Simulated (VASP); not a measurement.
Ti: single point with PBEsol

Crystal: Ti.

```xyz
1
Lattice="0.0218 1.9987 2.0313 2.0065 0.0030 2.0501 2.0395 2.0505 -0.0301" Properties=species:S:1:pos:R:3 pbc="T T T"
Ti    0.0208   -0.0177   -0.0242
```

The cell isn't the ideal one: cell strained at random at fixed volume.

- Program: VASP 6.6.1
- Task: single point
- Functional: PBEsol
- Potentials or basis: VASP PAW PBE potentials, release 64 (Ti_sv)
- Cutoff: 520 eV
- k mesh: 11 × 11 × 11
- Occupations: fermi-dirac, width 0.05 eV
- Spin: no spin polarisation
- Ladder: free
- Further INCAR settings: ALGO = Normal; EDIFF = 1e-07; NBANDS = 12

```json
{
 "Pressure": "-0.7 GPa",
 "Band gap on the k mesh": "none (metal or under the smearing width)"
}
```

Stress tensor (GPa, compression positive):
```
-0.15 -1.80  0.17
-1.80 -0.40  1.48
 0.17  1.48 -1.58
```

Levels at points of the mesh, in eV from the Fermi level:
```tsv
k point	band 3	band 4	band 5	band 6	band 7	band 8	band 9	band 10
(0.00, 0.00, 0.00)	-32.31	-32.29	-6.18	0.69	0.90	1.12	2.53	2.72
```

It took 92 s on 1 thread of Intel(R) Xeon(R) Platinum 8259CL CPU @ 2.50GHz (Skylake/Cascade Lake), with other jobs on the host, peak memory 0.25 GiB.

Caveat: the PAW data sets were made with another functional, which shifts forces and pressure a little.
